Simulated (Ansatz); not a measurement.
Runs of Ansatz 0.2.0 on NiSb (Breithauptite). It takes space group P6_3/mmc (No. 194, hexagonal). The conventional cell has a = 3.928 Å, b = 3.928 Å, c = 5.120 Å, α = 90.00°, β = 90.00°, γ = 120.00°. Sb (site symmetry -6m2) has 6 Ni at 2.60 Å as nearest neighbours. Ni (site symmetry -3m) has 2 Ni at 2.56 Å and 6 Sb at 2.60 Å as nearest neighbours. 

```csv
task,level,spin,fixed moment (μB),k mesh,cutoff (eV),points for each segment of the path,gap on the mesh (eV),pressure (GPa),moment (μB)
single point,PBE,"collinear, program default start",0.0,7 × 7 × 5,420,-,-,3.8,0.00
single point,PBE,"collinear, ferromagnetic start",1.5,7 × 7 × 5,420,-,-,6.3,1.50
single point,PBE,"collinear, ferromagnetic start",0.5,7 × 7 × 5,420,-,-,(c),0.50
single point,PBE,"collinear, ferromagnetic start",4.0,7 × 7 × 5,420,-,-,(a),4.00
single point,PBE,"collinear, ferromagnetic start",2.0,7 × 7 × 5,420,-,-,7.8,2.00
band structure,r2SCAN,"collinear, ferromagnetic start",-,8 × 8 × 5,500,14,none,0.1,0.00
single point,PBE,"collinear, ferromagnetic start",3.0,7 × 7 × 5,420,-,-,(b),3.00
band structure,r2SCAN,"non-collinear, ferromagnetic start, SOC",-,8 × 8 × 5,500,14,none,0.2,0.00
single point,PBE,"collinear, ferromagnetic start",2.5,7 × 7 × 5,420,-,-,9.5,2.50
single point,PBE,"collinear, ferromagnetic start",1.0,7 × 7 × 5,420,-,-,4.9,1.00
```

Alike in all rows: potentials or basis Ansatz PAW; cell as given; smearing fermi-dirac 0.05 eV.

Task: Fill in the values left out.

Result: (a) 16.8; (b) 11.6; (c) 4.2.

Caveats: the total moment is fixed, so each spin has its own Fermi level (some runs); the thresholds are loose for stress (some runs); the magnetic or orbital state may not be the lowest (some runs); the PAW data sets come from PBE, with cores solved anew for the run's functional, which leaves a small shift of forces and pressure (some runs); the starting moments weren't kept (some runs); spin-orbit coupling is left out, which moves the levels of the heavy elements (some runs).

A k mesh can miss the band edges, and rows without SOC leave out spin-orbit coupling on Sb.

A gap of «none» marks a metal or a gap under the smearing width.
